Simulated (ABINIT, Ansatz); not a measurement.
# BN (Qingsongite): G0W0 with ABINIT, start to end, part 2 of 3

Aim: the G0W0 gap of BN (Qingsongite) on PBE, step by step.

ABINIT 10.8.3; PBE and many-body steps on it, plane waves. Known limits of the many-body steps: not at the basis limit.

So far. Step 2 (Ground state): The gap is indirect, with the least direct gap 4.34 eV higher.

### 3. Bands along the symmetry lines

Level of this step: DFT, PBE, plane waves, norm-conserving pseudopotentials (ABINIT).

The cheap functional maps the bands first; the places of the edges decide which points the dearer methods must see.

File run.abi:

```
acell 3*1.0 Angstrom
rprim 
  -0.000000000000 1.807500000000 1.807500000000
  1.807500000000 0.000000000000 1.807500000000
  1.807500000000 1.807500000000 -0.000000000000
ntypat 2
znucl 5 7
natom 2
typat 1 2
xred 
  0.000000000000 0.000000000000 0.000000000000
  0.250000000000 0.250000000000 0.250000000000
pp_dirpath "pseudos"
pseudos "B.upf, N.upf"
ecut 36
iscf -2
irdden 1
kptopt 0
nkpt 50
kpt 
  0.00000000 0.00000000 0.00000000
  -0.06250000 -0.06250000 0.00000000
  -0.12500000 -0.12500000 0.00000000
  -0.18750000 -0.18750000 0.00000000
  -0.25000000 -0.25000000 0.00000000
  -0.31250000 -0.31250000 0.00000000
  -0.37500000 -0.37500000 0.00000000
  -0.43750000 -0.43750000 0.00000000
  -0.50000000 -0.50000000 0.00000000
  -0.48437500 -0.48437500 0.03125000
  -0.46875000 -0.46875000 0.06250000
  -0.45312500 -0.45312500 0.09375000
  -0.43750000 -0.43750000 0.12500000
  -0.42187500 -0.42187500 0.15625000
  -0.40625000 -0.40625000 0.18750000
  -0.39062500 -0.39062500 0.21875000
  -0.37500000 -0.37500000 0.25000000
  -0.37500000 0.00000000 0.37500000
  -0.32812500 0.00000000 0.32812500
  -0.28125000 0.00000000 0.28125000
  -0.23437500 0.00000000 0.23437500
  -0.18750000 0.00000000 0.18750000
  -0.14062500 0.00000000 0.14062500
  -0.09375000 0.00000000 0.09375000
  -0.04687500 0.00000000 0.04687500
  0.00000000 0.00000000 0.00000000
  0.00000000 0.00000000 0.06250000
  0.00000000 0.00000000 0.12500000
  0.00000000 0.00000000 0.18750000
  0.00000000 0.00000000 0.25000000
  0.00000000 0.00000000 0.31250000
  0.00000000 0.00000000 0.37500000
  0.00000000 0.00000000 0.43750000
  -0.00000000 -0.00000000 0.50000000
  -0.06250000 -0.03125000 0.46875000
  -0.12500000 -0.06250000 0.43750000
  -0.18750000 -0.09375000 0.40625000
  -0.25000000 -0.12500000 0.37500000
  -0.31250000 -0.15625000 0.34375000
  -0.37500000 -0.18750000 0.31250000
  -0.43750000 -0.21875000 0.28125000
  -0.50000000 -0.25000000 0.25000000
  -0.50000000 -0.28125000 0.21875000
  -0.50000000 -0.31250000 0.18750000
  -0.50000000 -0.34375000 0.15625000
  -0.50000000 -0.37500000 0.12500000
  -0.50000000 -0.40625000 0.09375000
  -0.50000000 -0.43750000 0.06250000
  -0.50000000 -0.46875000 0.03125000
  -0.50000000 -0.50000000 0.00000000
istwfk *1
nband 11
nbdbuf 2
tolwfr 1e-08
nstep 40
prtwf 0
prtvol 0
indata_prefix "in"
outdata_prefix "out"
tmpdata_prefix "tmp"
```

Launch:

```bash
OMP_NUM_THREADS=1 mpirun -n 4 abinit run.abi > log
```

Numbers of over 12 decimals in the logs are rounded to 6 here.

Log:

```text
.Version 10.8.3 of ABINIT. v10.8.2 released Aug 2026.

 Symmetries : space group F-4 3 m (#216); Bravais cF (face-center cubic)
[... echo of the input left out ...]
== DATASET  1 ==================================================================
-   mpi_nproc: 4, omp_nthreads: 1 (-1 if OMP is not activated)

--- !DatasetInfo
iteration_state: {dtset: 1, }
dimensions: {natom: 2, nkpt: 50, mband: 11, nsppol: 1, nspinor: 1, nspden: 1, mpw: 869, }
cutoff_energies: {ecut:  36.0, pawecutdg:  -1.0, }
electrons: {nelect:   8.00000000E+00, charge:   0.00000000E+00, occopt:   1.00000000E+00, tsmear:   1.00000000E-02, }

 Real(R)+Recip(G) space primitive vectors, cartesian coordinates (Bohr,Bohr^-1):
 R(1)=  0.0000000  3.4156800  3.4156800  G(1)= -0.1463837  0.1463837  0.1463837
 R(2)=  3.4156800  0.0000000  3.4156800  G(2)=  0.1463837 -0.1463837  0.1463837
 R(3)=  3.4156800  3.4156800  0.0000000  G(3)=  0.1463837  0.1463837 -0.1463837
 Unit cell volume ucvol=  7.9700586E+01 bohr^3
 Angles (23,13,12)=  6.00000000E+01  6.00000000E+01  6.00000000E+01 degrees

 getcut: wavevector=  0.0000  0.0000  0.0000  ngfft=  30  30  30
         ecut(hartree)=     36.000   => boxcut(ratio)=   2.30194

 getcut : COMMENT -
  Note that boxcut > 2.2 ; recall that boxcut=Gcut(box)/Gcut(sphere) = 2
  is sufficient for exact treatment of convolution.
  Such a large boxcut is a waste : you could raise ecut
  e.g. ecut=   47.690509 Hartrees makes boxcut=2

--- Pseudopotential description ------------------------------------------------
- B Generated using ONCVPSP code by D. R. Hamann
-  5.00000   3.00000  171031                  znucl, zion, pspdat
12 -101130 1 -1 1534                          pspcod,pspxc,lmax,lloc,mmax
     nproj     2     2
  pspatm : epsatm=    3.38844616
         --- l  ekb(1:nproj) -->
             0    8.382104    1.234201
             1   -3.719492   -0.867526
 pspatm: atomic psp has been read  and splines computed

- N Generated using ONCVPSP code by D. R. Hamann
-  7.00000   5.00000  171031                  znucl, zion, pspdat
12 -101130 1 -1 1058                          pspcod,pspxc,lmax,lloc,mmax
     nproj     2     2
  pspatm : epsatm=    5.20977870
         --- l  ekb(1:nproj) -->
             0    7.494509    0.636305
[...]
pspatm: atomic psp has been read  and splines computed

--------------------------------------------------------------------------------

================================================================================
 prteigrs : about to open file out_EIG
 Non-SCF case, kpt    1 (  0.00000  0.00000  0.00000), residuals and eigenvalues=
  3.63E-09  1.60E-09  3.17E-09  5.09E-09  1.41E-09  2.39E-09  4.64E-09  8.61E-09
[...]
-4.4062E-01  3.0209E-01  3.0209E-01  3.0209E-01  6.2836E-01  6.2836E-01
  6.2836E-01  6.8304E-01  1.2115E+00  1.3357E+00  1.3401E+00
[...]
2.44E-09  5.19E-10  7.21E-10  4.52E-09  4.15E-09  4.50E-09  5.55E-09  6.02E-09
[...]
-4.2207E-01  2.5628E-01  2.6132E-01  2.6132E-01  6.0371E-01  6.8440E-01
  6.8440E-01  7.2542E-01  1.0748E+00  1.2549E+00  1.3632E+00
[...]
Non-SCF case, kpt   49 ( -0.50000 -0.46875  0.03125), residuals and eigenvalues=
[...]
-2.3481E-01 -2.4246E-02  1.1910E-01  1.1965E-01  4.7418E-01  6.4952E-01
  9.5633E-01  9.5955E-01  1.0628E+00  1.2999E+00  1.5362E+00
 Non-SCF case, kpt   50 ( -0.50000 -0.50000  0.00000), residuals and eigenvalues=
[...]
-2.3521E-01 -2.5226E-02  1.2176E-01  1.2176E-01  4.6875E-01  6.4539E-01
  9.6028E-01  9.6028E-01  1.0651E+00  1.3031E+00  1.5460E+00

--- !ResultsGS
iteration_state: {dtset: 1, }
comment   : Summary of ground state results
lattice_vectors:
- [ -0.0000000,   3.4156800,   3.4156800, ]
- [  3.4156800,   0.0000000,   3.4156800, ]
- [  3.4156800,   3.4156800,  -0.0000000, ]
lattice_lengths: [   4.83050,    4.83050,    4.83050, ]
lattice_angles: [ 60.000,  60.000,  60.000, ] # degrees, (23, 13, 12)
lattice_volume:   7.9700586E+01
convergence: {deltae:  0.000E+00, res2:  0.000E+00, residm:  9.954E-09, diffor:  0.000E+00, }
etotal    :  -1.34025025E+01
entropy   :   0.00000000E+00
fermie    :   3.02092262E-01
cartesian_stress_tensor: null
pressure_GPa: null
xred      :
- [  0.0000E+00,   0.0000E+00,   0.0000E+00,  B]
- [  2.5000E-01,   2.5000E-01,   2.5000E-01,  N]
cartesian_forces: null
force_length_stats: {min: null, max: null, mean: null, }

 Integrated electronic density in atomic spheres:
 ------------------------------------------------
 Atom  Sphere_radius  Integrated_density
[...]
================================================================================

 ----iterations are completed or convergence reached----

 Mean square residual over all n,k,spin=   42.205E-10; max=  99.540E-10
 reduced coordinates (array xred) for    2 atoms
[...]
cartesian coordinates (angstrom) at end:
    1      0.000000     0.000000     0.000000
    2      0.903750     0.903750     0.903750
 length scales=  1.889726125908  1.889726125908  1.889726125908 bohr
              =  1.000000000000  1.000000000000  1.000000000000 angstroms
 prteigrs : about to open file out_EIG
 Eigenvalues (hartree) for nkpt=  50  k points:
 kpt#   1, nband= 11, wtk=  1.00000, kpt=  0.0000  0.0000  0.0000 (reduced coord)
[...]
kpt#   2, nband= 11, wtk=  1.00000, kpt= -0.0625 -0.0625  0.0000 (reduced coord)
[...]
kpt#   3, nband= 11, wtk=  1.00000, kpt= -0.1250 -0.1250  0.0000 (reduced coord)
[...]
kpt#  49, nband= 11, wtk=  1.00000, kpt= -0.5000 -0.4687  0.0313 (reduced coord)
  -0.23481   -0.02425    0.11910    0.11965    0.47418    0.64952    0.95633    0.95955
   1.06281    1.29990    1.53616
 kpt#  50, nband= 11, wtk=  1.00000, kpt= -0.5000 -0.5000  0.0000 (reduced coord)
  -0.23521   -0.02523    0.12176    0.12176    0.46875    0.64539    0.96028    0.96028
   1.06505    1.30307    1.54598

== END DATASET(S) ==============================================================
================================================================================

 -outvars: echo values of variables after computation  --------
            nband          11
             nkpt          50
          spgroup         216
 [... the other variables as echoed above ...]

 Calculation completed.
```

Wall time 3 s (4 MPI ranks of Arm Neoverse V2, shared host); peak memory 0.23 GiB; 12 s of CPU time.

This step gave:

```
gap                        : 4.535 eV
k of the valence top       : 0, 0, 0
k of the conduction bottom : -0.5, -0.5, 0
least direct gap           : 8.878 eV
```

The gap is 4.535 eV, as in the run before at this level.

Electronic bands along the path, in eV, zero at the top of the highest filled band; v1 is the highest filled band, c1 the lowest empty one:

| point | v4 | v3 | v2 | v1 | c1 | c2 | c3 | c4 |
| --- | --- | --- | --- | --- | --- | --- | --- | --- |
| Γ | -20.21 | 0.00 | 0.00 | 0.00 | 8.88 | 8.88 | 8.88 | 10.37 |
| halfway | -18.25 | -3.97 | -3.01 | -3.01 | 6.86 | 11.62 | 13.48 | 13.48 |
| X | -14.62 | -8.91 | -4.91 | -4.91 | 4.54 | 9.34 | 17.91 | 17.91 |
| halfway | -14.55 | -8.69 | -5.96 | -4.69 | 5.49 | 10.28 | 17.32 | 17.54 |
| U | -14.54 | -8.12 | -7.66 | -4.08 | 6.98 | 12.95 | 15.84 | 16.68 |
| jump to K | -14.54 | -8.12 | -7.66 | -4.08 | 6.98 | 12.95 | 15.84 | 16.68 |
| halfway | -18.03 | -5.73 | -3.91 | -1.12 | 10.71 | 10.76 | 11.24 | 13.58 |
| Γ | -20.21 | 0.00 | 0.00 | 0.00 | 8.88 | 8.88 | 8.88 | 10.37 |
| halfway | -18.73 | -5.47 | -1.13 | -1.13 | 9.70 | 10.40 | 10.40 | 13.57 |
| L | -15.99 | -10.68 | -1.94 | -1.94 | 10.21 | 10.78 | 10.78 | 15.26 |
| halfway | -15.29 | -9.69 | -4.82 | -3.45 | 9.66 | 11.24 | 14.40 | 15.79 |
| W | -14.31 | -7.58 | -6.96 | -6.50 | 9.65 | 13.35 | 14.61 | 14.69 |
| halfway | -14.47 | -8.49 | -5.77 | -5.71 | 6.58 | 11.00 | 16.25 | 17.43 |
| X | -14.62 | -8.91 | -4.91 | -4.91 | 4.54 | 9.34 | 17.91 | 17.91 |

The electronic bands as a text plot (rows in eV, shown from -8.0 to 10.5 only):

```
   10.1 |+ ++     +    +      ++ ++++ ++   +++++++++++        ++
    9.4 | +        ++++     ++     +++  +++++         ++++++    +
    8.6 |++                           ++                    +
    7.8 |  +++             +
    7.1 |     ++          +
    6.3 |       ++       +                                   +
    5.5 |         +    ++                                     +
    4.7 |          ++++                                        ++
    4.0 |
    3.2 |
    2.4 |
    1.7 |
    0.9 |
    0.1 |*                         ******
   -0.7 | *                      **  *  ****
   -1.4 |  **                   *  **       ****
   -2.2 |    *                ** ****    **     *****
   -3.0 |     **            **                      **
   -3.8 |     ****        **    ***        *         **
   -4.5 |         ********                            **
   -5.3 |       **    *       **            *           *     ***
   -6.1 |              **   **  *                      * * ***
   -6.8 |         *           **                        ****
   -7.6 |                ***                 **          ***
         Γ           X  U|K            Γ         L        W     X
```

### 4. Empty states on the mesh, 8×8×8 mesh, 226 bands

The sums over transitions need many empty states on a uniform mesh; this step solves for them.

File run.abi:

```
acell 3*1.0 Angstrom
rprim 
  -0.000000000000 1.807500000000 1.807500000000
  1.807500000000 0.000000000000 1.807500000000
  1.807500000000 1.807500000000 -0.000000000000
ntypat 2
znucl 5 7
natom 2
typat 1 2
xred 
  0.000000000000 0.000000000000 0.000000000000
  0.250000000000 0.250000000000 0.250000000000
pp_dirpath "pseudos"
pseudos "B.upf, N.upf"
ecut 36
ngkpt 8 8 8
nshiftk 1
shiftk 0 0 0
kptopt 1
chksymbreak 0
irdden 1
istwfk *1
nband 226
prtvol 0
optdriver 6
gwr_task "HDIAGO"
paral_kgb 0
occopt 1
indata_prefix "in"
outdata_prefix "out"
tmpdata_prefix "tmp"
```

Log:

```text
[banner, memory and clock lines left out]
.Version 10.8.3 of ABINIT. v10.8.2 released Aug 2026.

 Symmetries : space group F-4 3 m (#216); Bravais cF (face-center cubic)
[... echo of the input left out ...]
== DATASET  1 ==================================================================
-   mpi_nproc: 4, omp_nthreads: 1 (-1 if OMP is not activated)

--- !DatasetInfo
iteration_state: {dtset: 1, }
dimensions: {natom: 2, nkpt: 29, mband: 226, nsppol: 1, nspinor: 1, nspden: 1, mpw: 869, }
cutoff_energies: {ecut:  36.0, pawecutdg:  -1.0, }
electrons: {nelect:   8.00000000E+00, charge:   0.00000000E+00, occopt:   1.00000000E+00, tsmear:   1.00000000E-02, }

.Using double precision arithmetic; gwpc =  8

- Reading GS density from: in_DEN

--- Pseudopotential description ------------------------------------------------
- B Generated using ONCVPSP code by D. R. Hamann
-  5.00000   3.00000  171031                  znucl, zion, pspdat
12 -101130 1 -1 1534                          pspcod,pspxc,lmax,lloc,mmax
     nproj     2     2
  pspatm : epsatm=    3.38844616
         --- l  ekb(1:nproj) -->
             0    8.382104    1.234201
             1   -3.719492   -0.867526
 pspatm: atomic psp has been read  and splines computed

- N Generated using ONCVPSP code by D. R. Hamann
-  7.00000   5.00000  171031                  znucl, zion, pspdat
12 -101130 1 -1 1058                          pspcod,pspxc,lmax,lloc,mmax
     nproj     2     2
  pspatm : epsatm=    5.20977870
         --- l  ekb(1:nproj) -->
             0    7.494509    0.636305
             1   -4.293905   -1.006988
 pspatm: atomic psp has been read  and splines computed

   6.87857989E+01                                ecore*ucvol(ha*bohr**3)

 Total charge density [el/Bohr^3]
)     Maximum=    5.6373E-01  at reduced coord.    0.2000    0.2000    0.4000
)     Minimum=    7.6975E-03  at reduced coord.    0.0000    0.0000    0.0000
   Integrated=    8.0000E+00

 === KS gaps after direct diagonalization ===
 Indirect band gap semiconductor
 Fundamental gap:     4.535 (eV)
   VBM:     8.220 (eV) at k: [ 0.0000E+00,  0.0000E+00,  0.0000E+00]
   CBM:    12.755 (eV) at k: [ 5.0000E-01,  5.0000E-01,  0.0000E+00]
 Direct gap:         8.878 (eV) at k: [ 0.0000E+00,  0.0000E+00,  0.0000E+00]

== END DATASET(S) ==============================================================

 -outvars: echo values of variables after computation  --------
           etotal      0.0000000000E+00
            nband         226
             nkpt          29
          spgroup         216
 [... the other variables as echoed above ...]

 Calculation completed.
```

It took 7.7 s on 4 MPI ranks; peak memory 0.35 GiB.

Numbers from this step:

* gap: 4.535 eV
* k of the valence top: 0, 0, 0
* k of the conduction bottom: 0.5, 0.5, 0
* least direct gap: 8.878 eV
* k points computed: 29
* lowest point of the top converged band, above the valence top: 374.1121 eV

On this mesh the gap is 4.535 eV.

### 5. Screening, 8×8×8 mesh, 218 bands, screening to 435.4 eV

The RPA dielectric matrix is built and inverted for each q.

This step: RPA screening on PBE, plane waves, norm-conserving pseudopotentials.

run.abi: that of step 4 with these lines changed.

```diff
@@ -20,10 +20,11 @@
 chksymbreak 0
-irdden 1
 istwfk *1
-nband 226
-prtvol 0
-optdriver 6
-gwr_task "HDIAGO"
-paral_kgb 0
 occopt 1
+irdwfk 1
+optdriver 3
+nband 218
+ecuteps 16
+inclvkb 2
+awtr 1
+symchi 1
 indata_prefix "in"
```

Log:

```text
.Version 10.8.3 of ABINIT. v10.8.2 released Aug 2026.

 Symmetries : space group F-4 3 m (#216); Bravais cF (face-center cubic)
[... echo of the input left out ...]
== DATASET  1 ==================================================================
-   mpi_nproc: 4, omp_nthreads: 1 (-1 if OMP is not activated)

--- !DatasetInfo
iteration_state: {dtset: 1, }
dimensions: {natom: 2, nkpt: 29, mband: 218, nsppol: 1, nspinor: 1, nspden: 1, mpw: 869, }
cutoff_energies: {ecut:  36.0, pawecutdg:  -1.0, }
electrons: {nelect:   8.00000000E+00, charge:   0.00000000E+00, occopt:   1.00000000E+00, tsmear:   1.00000000E-02, }

 SCREENING: Calculation of the susceptibility and dielectric matrices

 Based on a program developped by R.W. Godby, V. Olevano, G. Onida, and L. Reining.
 Incorporated in ABINIT by V. Olevano, G.-M. Rignanese, and M. Torrent.
.Using double precision arithmetic ; gwpc =  8

[... cell and pseudopotentials left out ...]
--------------------------------------------------------------------------------

 ==== K-mesh for the wavefunctions ====
 Number of points in the irreducible wedge :    29
[... list of points left out ...]
 Together with 24 symmetry operations and time-reversal symmetry
 yields   512 points in the full Brillouin Zone.

 ==== Q-mesh for the screening function ====
 Number of points in the irreducible wedge :    29
[... list of points left out ...]
 Together with 24 symmetry operations and time-reversal symmetry
 yields   512 points in the full Brillouin Zone.

 setmesh: FFT mesh size selected  =    24x   24x   24
          total number of points  =        13824

 vcoul_init : cutoff-mode = AUXILIARY_FUNCTION
 q-points for optical limit:   1
     1)      0.000010    0.000020    0.000030

- screening: taking advantage of time-reversal symmetry
- Maximum band index for partially occupied states nbvw = 4
- Remaining bands to be divided among processors   nbcw = 214
- Number of bands treated by each node ~53

 Number of electrons calculated from density =    8.0000; Expected =    8.0000
 average of density, n =  0.100376
 r_s =    1.3348
 omega_plasma =   30.5612 [eV]

 calculating chi0 at frequencies [eV] :
  1    0.000000E+00    0.000000E+00
  2    0.000000E+00    3.056116E+01

--------------------------------------------------------------------------------
  q-point number  1        q = ( 0.000000, 0.000000, 0.000000) [r.l.u.]
--------------------------------------------------------------------------------
[... chi0 elements left out ...]
 For q-point:  0.000010 0.000020 0.000030
  dielectric constant =   4.3078
  dielectric constant without local fields =   4.6612

  Average fulfillment of the sum rule on Im[epsilon] for q-point    1 :     99.08  [%]
[... wings left out ...]
  q-point number  2        q = ( 0.125000, 0.000000, 0.000000) [r.l.u.]
--------------------------------------------------------------------------------
[... chi0 elements left out ...]
  Average fulfillment of the sum rule on Im[epsilon] for q-point    2 :    101.13  [%]

 [... 27 further q-points ...]
```

Run time: 7.8 min. Hardware: 4 MPI ranks; peak memory 2.2 GiB; 31 min of CPU time.

This step gave:

```yaml
eps_infinity_with_local_fields_on_this_mesh_along_the_program_s_q_direction: 4.308
the_same_without_local_fields: 4.661
plasma_frequency: 30.56 eV
plane_waves_in_the_screening_matrix: 259
```

Local fields lower ε∞ by 8 %.

[end of part 2 of 3]

[Paths, hosts, dates, memory and timing lines, banners, echoed tables and standing remarks are left out of the program output.]

[Logs are printed without paths, hosts, clocks, repeated set-up lines and the standing remarks that a program may print on its own settings, such as how far it seeks lower states.]

[Runs of the session that timed out or met a known fault of the program may be left out.]

[Hosts, paths, dates, database ids (printed as entryN), source tags and the programs' standing remarks are cut or masked in the printed files.]

[G0W0 gaps are taken among the corrected bands and points alone; a level outside them can change the order at an edge.]

[Where Ansatz stands beside ABINIT at settings called matched, ABINIT's density can come from a denser mesh and the files from another edition; pairs whose starting gaps differed by over 0.03 eV were left out, so agreement reads better than it is.]
